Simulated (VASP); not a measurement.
Wanted: the native input for a VASP 6.6.1 run.

```yaml
Task: single point
Functional: PBE
Potentials_or_basis: VASP PAW PBE potentials, release 64 (Cd, Se)
Cutoff: 520 eV
k_mesh: 12 × 12 × 4
Occupations: fermi-dirac, width 0.02 eV
Spin: no spin polarisation
Dipole_correction: no
Further_INCAR_settings: ALGO = Fast; EDIFF = 1e-07; NBANDS = 26
```

The structure of CdSe lies in POSCAR:

```
CdSe
1.0
    4.2643269302      0.0000000000      0.0000000000
   -2.1321634651      3.6930154516      0.0000000000
    0.0000000000      0.0000000000      7.1913142970
Cd Se
2 2
Direct
    0.3333333333      0.6666666667      0.0033212202
    0.6666666667      0.3333333333      0.5033212202
    0.3333333333      0.6666666667      0.3716787798
    0.6666666667      0.3333333333      0.8716787798
```

The cell was built by a generator and needn't be a form met in nature.

The cell isn't the ideal one: epitaxial_xy strain -1.8%.

One way to write it, as run:

INCAR

```
  ALGO = Fast
  EDIFF = 1E-7
  ENCUT = 520
  GGA = PE
  ISIF = 2
  ISMEAR = -1
  LASPH = True
  LCHARG = False
  LREAL = False
  LWAVE = False
  NBANDS = 26
  NELM = 100
  PREC = Accurate
  SIGMA = 0.02
```

KPOINTS

```
k-points
0
Gamma
  12 12 4
```

Potentials or basis: VASP PAW PBE potentials, release 64 (Cd, Se).

Command:

```bash
$ cat potpaw_PBE.64/Cd/POTCAR potpaw_PBE.64/Se/POTCAR > POTCAR
$ mpirun -np 1 vasp_std > vasp.out
```

It gave:

```json
{
 "Pressure": "2.7 GPa",
 "Band gap on the k mesh": "0.58 eV, direct"
}
```

It took 89 s on 1 thread of AMD EPYC 9R45 (Zen 5), on a shared host, peak memory 0.28 GiB.
